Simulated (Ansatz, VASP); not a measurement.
**Sb in VASP and in Ansatz**

```
Sb
1.0
    -1.49490    1.49490    2.46336
     1.49490   -1.49490    2.46336
     1.49490    1.49490   -2.46336
Sb
1
Direct
  0.00000 0.00000 0.00000
```

Change from the starting cell: volume scaled by 0.98.

Alike in both runs: task single point; functional PBE; k mesh 19 × 19 × 19; occupations fermi-dirac, width 0.05 eV; no spin polarisation.

```csv
,VASP,Ansatz
version,VASP 6.6.1,Ansatz 0.2.0
potentials or method,"VASP PAW PBE potentials, release 64 (Sb), cutoff 520 eV","all-electron LAPW, scalar-relativistic"
```

|  | VASP | Ansatz | Ansatz less VASP |
| --- | --- | --- | --- |
| pressure (GPa) | 22.1 | 22.1 | +0.01 |
| largest component of the traceless stress (GPa) | 1.85 | 1.75 | -0.101 |

Ansatz ran all-electron here, so the differences hold the error of VASP's frozen core and of both bases.

Caveats: so large a pressure means that the cell lies far from this level's equilibrium, or that cutoff or potentials fall short (VASP). The runs have no spin-orbit coupling, so splittings on Sb are missing.
